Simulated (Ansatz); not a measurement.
From formation energies to a reaction energy: Cd2Te3

The calculation used DFT PBE, scalar-relativistic, plane waves, PAW in Ansatz 0.2.0. All cells share a 420 eV cutoff and Γ-centred k meshes spaced at most about 0.3 Å⁻¹ (about 0.25 or finer for metals, 2π included). No spin polarisation.

The zero of energy is the elements' standard structures at the same level; no fitted shifts are applied.

Temperature and zero-point effects are left out. These runs have no spin–orbit coupling, which can matter for Te. The reference form of Te is held partly by dispersion forces, which this level lacks.

A trial structure of Cd2Te3 (reached from: In2S3 type (R-3c); relaxed: space group R-3c (No. 167), a = 7.173 Å, c = 22.227 Å) has a formation energy of -0.050 eV/atom. At its composition the lowest mixture among the elements and 1 reference phase computed alike (others may be missing) consists of these:

```
       phase   source  ΔE_f (eV/atom)
  Te (solid)  element           0.000
CdTe (F-43m)      COD          -0.464
```

Problem. Write the balanced decomposition and find its energy per atom, per formula unit and per mole of formula units.

Solution. Balancing Cd and Te gives Cd2Te3 → Te + 2 CdTe. The left side holds 5 atoms, and the products take 1/5 (Te) and 4/5 (CdTe) of them. The mixture therefore lies at 1/5 × (0.000) + 4/5 × (-0.464) = -0.371 eV/atom. The reaction energy is -0.371 − (-0.050) = -0.321 eV/atom. Times 5 atoms that is -1.605 eV per Cd2Te3, and times 96.485 it is -155 kJ per mole of Cd2Te3. Decomposition is downhill, so the trial structure is unstable against this mixture.
